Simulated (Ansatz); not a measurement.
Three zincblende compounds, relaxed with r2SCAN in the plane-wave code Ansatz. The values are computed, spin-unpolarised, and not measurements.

```csv
compound,a (Å)
GaP,5.451
InP,5.908
BeTe,5.657
```

Q: What is the misfit strain of a coherent GaP film on BeTe?

A: ε∥ = (a_sub − a_film)/a_film = (5.657 − 5.451)/5.451 = +3.78 %: the film is in tension in the plane. At this size it stays coherent for a few layers at most.

Q: By Vegard's law, which share x of InP in (GaP)₁₋ₓ(InP)ₓ matches the substrate?

A: (1 − x) × 5.451 + x × 5.908 = 5.657 gives x = (5.657 − 5.451)/(5.908 − 5.451) = 0.451.
